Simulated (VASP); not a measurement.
Input of a VASP 6.6.1 run:

run.py

```python
from ase.calculators.vasp import Vasp
from ase.dft.bandgap import bandgap
from ase.io import read

atoms = read('LiF.cif')
atoms.set_initial_magnetic_moments([0.5, 0.0])
calc = Vasp(
    directory='calc',
    xc='b3lyp',
    pp='PBE',
    setups='recommended',
    prec='Accurate',
    encut=520,
    ediff=1e-06,
    ismear=0,
    sigma=0.05,
    lreal=False,
    lasph=True,
    nelm=100,
    algo='Normal',
    isif=2,
    lwave=False,
    lcharg=False,
    ispin=2,
    lorbit=11,
    nupdown=2,
    precfock='Fast',
    hfrcut=-1,
    ivdw=1,
    kpts=[6, 6, 6],
    gamma=True,
)
atoms.calc = calc

print('energy (eV):', atoms.get_potential_energy())
print('free energy (eV):', atoms.get_potential_energy(force_consistent=True))
print('forces (eV/A):')
print(atoms.get_forces())
print('stress (eV/A^3, Voigt):', atoms.get_stress())
print('Fermi level (eV):', calc.get_fermi_level())
print('moment (muB):', atoms.get_magnetic_moment())
print('site moments (muB):', atoms.get_magnetic_moments())
gap, top, bottom = bandgap(calc)
print('band gap (eV):', gap, 'from (spin, k, band)', top, 'to', bottom)
```

File LiF.cif:

```cif
data_LiF
_cell_length_a 2.84822611
_cell_length_b 2.84822611
_cell_length_c 2.84822611
_cell_angle_alpha 60.00000000
_cell_angle_beta 60.00000000
_cell_angle_gamma 60.00000000
_space_group_name_H-M_alt 'P1'
_space_group_name_Hall 'P 1'
_space_group_IT_number 1
loop_
_space_group_symop_operation_xyz
'x,y,z'
loop_
_atom_site_label
_atom_site_type_symbol
_atom_site_symmetry_multiplicity
_atom_site_Wyckoff_symbol
_atom_site_fract_x
_atom_site_fract_y
_atom_site_fract_z
_atom_site_occupancy
F1 F 1 a 0.5000000000 0.5000000000 0.5000000000 1
Li1 Li 1 a 0.0000000000 0.0000000000 0.0000000000 1
```

Potentials or basis: VASP PAW PBE potentials, release 64 (F, Li_sv).

Command:

```console
$ python run.py
```

(1) Predict the dispersion energy per atom.

Results:

(1) -0.375 eV.

Caveat: the k mesh is coarse (spacing up to 0.45 Å⁻¹), so the values aren't converged, least of all with exact exchange; the moment is held away from its start; the PAW data sets were made with another functional, which shifts forces and pressure a little; the total moment is fixed, so each spin has its own Fermi level.
